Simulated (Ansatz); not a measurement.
# Al2Ru: the cost of one run

Program: Ansatz 0.2.0. Level of theory: DFT PBEsol, scalar-relativistic, plane waves, PAW. These are calculated values, not measurements.

1 further run of the same task is left out (set aside as unsound or not needed). Runs told in other sessions of the task aren't counted.

**1. The system as given**

The structure is orthorhombic, space group Fddd (No. 70). The conventional cell has a = 4.701 Å, b = 7.975 Å, c = 8.770 Å, α = 90.00°, β = 90.00°, γ = 90.00°. Al (site symmetry 2) is surrounded by 5 Ru at 2.57 to 2.72 Å and 5 Al at 2.59 to 2.73 Å. Ru (site symmetry 222) has 10 Al at 2.57 to 2.72 Å in its first shell of neighbours.

As a file:

```
Al Ru
1.0
     0.00000    3.98765    4.38508
     2.35057    0.00000    4.38508
     2.35057    3.98765    0.00000
Al Ru
4 2
Direct
  0.07895 0.42105 0.07895
  0.42105 0.07895 0.42105
  0.17105 0.82895 0.17105
  0.82895 0.17105 0.82895
  0.75000 0.75000 0.75000
  0.50000 0.50000 0.50000
```

It goes back to an entry of the Materials Project, which need not be the stable form.

It is the result of an earlier relaxation at this level (volume 13.70 Å³/atom; gap on the mesh: 0.08 eV).

**2. The reference: the undisturbed cell on the scan's mesh**

input.yaml

```yaml
crystal:
  lattice:
    - [0.0, 3.9876480409, 4.385079349]
    - [2.3505690921, 0.0, 4.385079349]
    - [2.3505690921, 3.9876480409, 0.0]
  atoms:
    - { symbol: Al, position: [0.0789481736, 0.4210518264, 0.0789481736] }
    - { symbol: Al, position: [0.4210518264, 0.0789481736, 0.4210518264] }
    - { symbol: Al, position: [0.1710518264, 0.8289481736, 0.1710518264] }
    - { symbol: Al, position: [0.8289481736, 0.1710518264, 0.8289481736] }
    - { symbol: Ru, position: [0.75, 0.75, 0.75] }
    - { symbol: Ru, position: [0.5, 0.5, 0.5] }
basis:
  ecutwfc: 420
kpoints:
  mp_grid: { grid: [10, 10, 10] }
hamiltonian:
  xc: pbesol
scf:
  occupations: { method: gaussian, width: 0.03 }
output:
  forces: true
  stress: true
  eigenvalues: true
```

Started as:

```console
> ansatz run input.yaml --threads 1 --pin off --max-ram 2560MiB --backend cpu --events-out ev --progress --plain --runs-dir out
```

**Question.** How long does this run take on 1 thread of Arm Neoverse V2, shared host, and how much memory does it need?

About 17 s, with a peak of 0.54 GiB.
